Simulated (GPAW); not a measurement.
# Ca (P6_3/mmc) in GPAW: convergence with bands over the usual count

Aim: find how far bands over the usual count must go before the results for Ca settle, at PBE. This setting moves, with any that are tied to it; all else stays.

Program: GPAW 26.7.0. These are calculated values, not measurements. Logs are shortened: lines on timing, memory, paths and dates and some standing lists are left out, and cuts for length are marked. The log counts tension as positive stress, the text compression.

## Step 1: Starting point

The structure is hexagonal, space group P6_3/mmc (No. 194). The conventional cell has a = 3.980 Å, b = 3.980 Å, c = 6.520 Å, α = 90.00°, β = 90.00°, γ = 120.00°. Ca (site symmetry -6m2) has 12 Ca at 3.98 to 3.99 Å as nearest neighbours.

This isn't the form of Ca at room conditions, which is fcc.

## Step 2: With bands over the usual count 0.72

The input, run.py:

```python
from ase.dft.bandgap import bandgap
from ase.io import read, write
from ase.units import GPa
from gpaw import GPAW, PW

atoms = read('Ca.xyz')

calc = GPAW(mode=PW(600),
            xc='PBE',
            kpts={'size': (6, 6, 3), 'gamma': True},
            occupations={'name': 'fermi-dirac', 'width': 0.05},
            nbands=14,
            convergence={'density': 1e-05, 'energy': 1e-05},
            maxiter=100,
            txt='gpaw.txt')
atoms.calc = calc
energy = atoms.get_potential_energy()
forces = atoms.get_forces()
stress = atoms.get_stress()
calc.write('gs.gpw')
write('result.traj', atoms)
print(f'Energy: {energy:.6f} eV')
print('Forces (eV/A):')
print(forces.round(4))
print('Stress (GPa):', (stress / GPa).round(3))
print('Fermi level:', round(calc.get_fermi_level(), 4), 'eV')
print(f'Gap: {bandgap(calc)[0]:.4f} eV, direct: {bandgap(calc, direct=True)[0]:.4f} eV')
```

The input, Ca.xyz:

```xyz
2
Lattice="3.9800000000 0.0000000000 0.0000000000 -1.9900000000 3.4467811071 0.0000000000 0.0000000000 0.0000000000 6.5200000000" Properties=species:S:1:pos:R:3 pbc="T T T"
Ca     1.9900000002      1.1489270356      4.8900000000
Ca    -0.0000000002      2.2978540715      1.6300000000
```

Potentials or basis: GPAW PAW data sets (gpaw-data 1.2.1), pw.

On the command line:

```
> OMP_NUM_THREADS=1 python run.py
```

Run time: 14 s. Hardware: 1 thread of Arm Neoverse V2, shared host; peak memory 0.17 GiB.

Results:

```yaml
Free_energy: -4.0419 eV
Pressure: -0.8 GPa
Band_gap_on_the_k_mesh: none (metal or under the smearing width)
```

## Step 3: With bands over the usual count 0.8

Edit run.py of step 2 so:

```diff
@@ -11,3 +11,3 @@
             occupations={'name': 'fermi-dirac', 'width': 0.05},
-            nbands=14,
+            nbands=15,
             convergence={'density': 1e-05, 'energy': 1e-05},
```

Ca.xyz is that of step 2.

Potentials or basis: GPAW PAW data sets (gpaw-data 1.2.1), pw.

On the command line:

```
> OMP_NUM_THREADS=1 python run.py
```

Run time: 15 s. Hardware: 1 thread of Arm Neoverse V2, shared host; peak memory 0.17 GiB.

It converged, with:

| Item | Value |
| --- | --- |
| Free energy | -4.0419 eV |
| Pressure | -0.8 GPa |
| Band gap on the k mesh | none (metal or under the smearing width) |

## Step 4: With bands over the usual count 0.9

Edit run.py of step 3 so:

```diff
@@ -11,3 +11,3 @@
             occupations={'name': 'fermi-dirac', 'width': 0.05},
-            nbands=15,
+            nbands=17,
             convergence={'density': 1e-05, 'energy': 1e-05},
```

Ca.xyz is that of step 3.

On the command line:

```
> OMP_NUM_THREADS=1 python run.py
```

It took 15 s on 1 thread of Arm Neoverse V2, shared host; peak memory 0.17 GiB.

It converged, with:

```
Free energy            : -4.0419 eV
Pressure               : -0.8 GPa
Band gap on the k mesh : none (metal or under the smearing width)
```

## Step 5: With bands over the usual count 1

Edit run.py of step 4 so:

```diff
@@ -11,3 +11,3 @@
             occupations={'name': 'fermi-dirac', 'width': 0.05},
-            nbands=17,
+            nbands=19,
             convergence={'density': 1e-05, 'energy': 1e-05},
```

Ca.xyz is that of step 4.

On the command line:

```
> OMP_NUM_THREADS=1 python run.py
```

Wall time 18 s (1 thread of Arm Neoverse V2, shared host); peak memory 0.17 GiB.

Results (log left out):

* Free energy: -4.0419 eV
* Pressure: -0.8 GPa
* Band gap on the k mesh: none (metal or under the smearing width)

## Step 6: With bands over the usual count 1.3

Edit run.py of step 5 so:

```diff
@@ -11,3 +11,3 @@
             occupations={'name': 'fermi-dirac', 'width': 0.05},
-            nbands=19,
+            nbands=25,
             convergence={'density': 1e-05, 'energy': 1e-05},
```

Ca.xyz is that of step 5.

Potentials or basis: GPAW PAW data sets (gpaw-data 1.2.1), pw.

On the command line:

```
> OMP_NUM_THREADS=1 python run.py
```

Run time: 22 s. Hardware: 1 thread of Arm Neoverse V2, shared host; peak memory 0.18 GiB.

The run converged. Its results:

```yaml
Free_energy: -4.0419 eV
Pressure: -0.8 GPa
Band_gap_on_the_k_mesh: none (metal or under the smearing width)
```

## Step 7: With bands over the usual count 1.7

Edit run.py of step 6 so:

```diff
@@ -11,3 +11,3 @@
             occupations={'name': 'fermi-dirac', 'width': 0.05},
-            nbands=25,
+            nbands=32,
             convergence={'density': 1e-05, 'energy': 1e-05},
```

Ca.xyz is that of step 6.

On the command line:

```
> OMP_NUM_THREADS=1 python run.py
```

Wall time 30 s (1 thread of Arm Neoverse V2, shared host); peak memory 0.18 GiB.

The run converged. Its results:

```
Free energy            : -4.0419 eV
Pressure               : -0.8 GPa
Band gap on the k mesh : none (metal or under the smearing width)
```

## Step 8: With bands over the usual count 2.5

Edit run.py of step 7 so:

```diff
@@ -11,3 +11,3 @@
             occupations={'name': 'fermi-dirac', 'width': 0.05},
-            nbands=32,
+            nbands=47,
             convergence={'density': 1e-05, 'energy': 1e-05},
```

Ca.xyz is that of step 7.

Potentials or basis: GPAW PAW data sets (gpaw-data 1.2.1), pw.

On the command line:

```
> OMP_NUM_THREADS=1 python run.py
```

gpaw.txt:

```text
__  _  _
 | _ |_)|_||  |
 |__||  | ||/\| - 26.7.0

Input parameters:
  mode=PW(ecut=600.0),
  convergence={'density': 1e-05, 'energy': 1e-05},
  kpts=MonkhorstPack(size=(6, 6, 3), gamma=True),
  maxiter=100,
  nbands=47,
  occupations=Occupations(name='fermi-dirac', width=0.05),
  xc=XC(name='PBE')

Diagonalizing LCAO Hamiltonian
Converting LCAO to pw mode

            Ca

        Ca

Atoms  # Å, Bohr magnetons
|   | symbol |         x |        y |        z |    initial magnetic moments |
|---|--------|-----------|----------|----------|-----------------------------|
| 0 |     Ca |  1.990000 | 1.148927 | 4.890000 | ( 0.0000,  0.0000,  0.0000) |
| 1 |     Ca | -0.000000 | 2.297854 | 1.630000 | ( 0.0000,  0.0000,  0.0000) |

Unit cell  # Å
| periodic |         x |        y |        z |  lengths |     angles |
|----------|-----------|----------|----------|----------|------------|
|      yes |  3.980000 | 0.000000 | 0.000000 | 3.980000 |  90.000000 |
|      yes | -1.990000 | 3.446781 | 0.000000 | 3.980000 |  90.000000 |
|      yes |  0.000000 | 0.000000 | 6.520000 | 6.520000 | 120.000000 |

Number of symmetries: 12
Symmetry operations  # r_c * U_cc + t_c -> r_c
|    | kind |            matrix            |
|----|------|------------------------------|
|  0 |  σ   |  1, 1, 0,  0,-1, 0,  0, 0, 1 |
|  1 |  S6  |  1, 1, 0, -1, 0, 0,  0, 0,-1 |
|  2 |  E   |  1, 0, 0,  0, 1, 0,  0, 0, 1 |
|  3 |  C2  |  1, 0, 0, -1,-1, 0,  0, 0,-1 |
|  4 |  C2  |  0, 1, 0,  1, 0, 0,  0, 0,-1 |
|  5 |  C3  |  0, 1, 0, -1,-1, 0,  0, 0, 1 |
|  6 |  S6  |  0,-1, 0,  1, 1, 0,  0, 0,-1 |
|  7 |  σ   |  0,-1, 0, -1, 0, 0,  0, 0, 1 |
|  8 |  σ   | -1, 0, 0,  1, 1, 0,  0, 0, 1 |
|  9 |  i   | -1, 0, 0,  0,-1, 0,  0, 0,-1 |
| 10 |  C3  | -1,-1, 0,  1, 0, 0,  0, 0, 1 |
| 11 |  C2  | -1,-1, 0,  0, 1, 0,  0, 0,-1 |

BZ-sampling:
  Number of BZ points: 108
  Number of IBZ points: 17

  Monkhorst-Pack size: [6, 6, 3]
  Monkhorst-Pack shift: [0.08333333333333333, 0.08333333333333333, 0.0]

K-points  # in reciprocal-cell coordinates
|     |                                coordinates |     weight |
|-----|--------------------------------------------|------------|
|   0 | (  0.00000000,   0.00000000,   0.00000000) | 0.00925926 |
[... 81 lines left out ...]
    width: 0.0500  # eV

poisson solver:
  ecut: 4800.0  # eV

xc functional:
  name: PBE with 2 nearest neighbor stencil

convergence criteria:
- Maximum integral of absolute [dens]ity change: 1e-05 electrons / valence electron
- Maximum [total energy] change in last 3 cyles: 1e-05 eV / valence electron
- Maximum integral of absolute [eigenst]ate change: 4e-08 eV^2 / valence electron
maximum number of iterations: 100

SCF iterations
|iter     | |      energy | eigst |  dens |
|---------|-|-------------|-------|-------|
|iter:   1| |   -2.988875 | +0.99 |       |
|iter:   2| |   -3.970366 | -0.70 | -1.56 |
|iter:   3| |   -4.028065 | -2.86 | -1.61 |
|iter:   4| |   -4.024833 | -3.86 | -1.75 |
|iter:   5| |   -4.025595 | -4.09 | -2.04 |
|iter:   6| |   -4.026201 | -5.03 | -2.38 |
|iter:   7| |   -4.026174 | -5.60 | -2.82 |
|iter:   8| |   -4.026157c| -7.58c| -3.00 |
|iter:   9| |   -4.026144c| -6.96 | -3.06 |
|iter:  10| |   -4.026136c| -7.14 | -3.28 |
|iter:  11| |   -4.026134c| -7.83c| -3.63 |
|iter:  12| |   -4.026134c| -8.15c| -3.98 |
|iter:  13| |   -4.026134c| -9.26c| -5.40c|

Converged in 13 steps
Energy contributions relative to reference atoms: (reference = -37021.738464)

Energy contributions:
  Kinetic:          -1.092620
  Coulomb:           4.882904
  Zero:             -0.906799
  External:          0.000000
  Xc:               -6.893828
  Entropy:          -0.031582
  Spinorbit:         0.000000
  ----------------------------
  Free energy:      -4.041925
  Extrapolated:     -4.026134

dipole moment: (0.000000, 0.000001, 0.000001)  # |e|*Ang

Fermi level: 3.066
Eigenvalues  # (at kpt = [0.000, 0.000, 0.000])
| band index |      eig [eV] | occ [0-2] |
|------------|---------------|-----------|
|          0 |       -39.127 |     2.000 |
|        ... |               |           |
|          3 |       -20.093 |     2.000 |
|          4 |       -20.093 |     2.000 |
|          5 |       -20.078 |     2.000 |
|          6 |       -20.078 |     2.000 |
|          7 |       -20.065 |     2.000 |
|          8 |        -0.902 |     2.000 |
[... 8 lines left out ...]
|         17 |         5.903 |     0.000 |
|         18 |         6.703 |     0.000 |
|        ... |               |           |
|         46 |        25.711 |     0.000 |

No gap
No difference between direct/indirect transitions

Forces  # eV/Ang
|       x |       y |        z |
|---------|---------|----------|
| 0.00000 | 0.00000 |  0.00001 |  # Ca   0
| 0.00000 | 0.00000 | -0.00001 |  # Ca   1

Stress tensor  # eV/Ang^3
|         x |         y |        z |
|-----------|-----------|----------|
|  0.006216 | -0.000000 | 0.000000 |
| -0.000000 |  0.006216 | 0.000000 |
|  0.000000 |  0.000000 | 0.002498 |

# Writing to gs.gpw (mode='')
```

It took 47 s on 1 thread of Arm Neoverse V2, shared host; peak memory 0.2 GiB.

What came out:

* Free energy: -4.0419 eV
* Pressure: -0.8 GPa
* Band gap on the k mesh: none (metal or under the smearing width)

## Step 9: Result

| bands over the usual count | energy less the tightest run, at zero smearing (meV/atom) | SCF cycles | CPU time (s) | peak memory (GiB) |
| --- | --- | --- | --- | --- |
| 0.72 | 0.00 | 13 | 14 | 0.17 |
| 0.8 | 0.00 | 13 | 15 | 0.17 |
| 0.9 | 0.00 | 12 | 15 | 0.17 |
| 1 | 0.00 | 13 | 18 | 0.17 |
| 1.3 | 0.00 | 12 | 22 | 0.18 |
| 1.7 | 0.00 | 12 | 30 | 0.18 |
| 2.5 | 0.00 | 13 | 47 | 0.2 |

Against the tightest run, the energy stays within 1 meV/atom from 0.72 on. The tightest run that finished is the yardstick and may itself not be fully converged.

Caveats: the cell was measured hot, at 723 K.
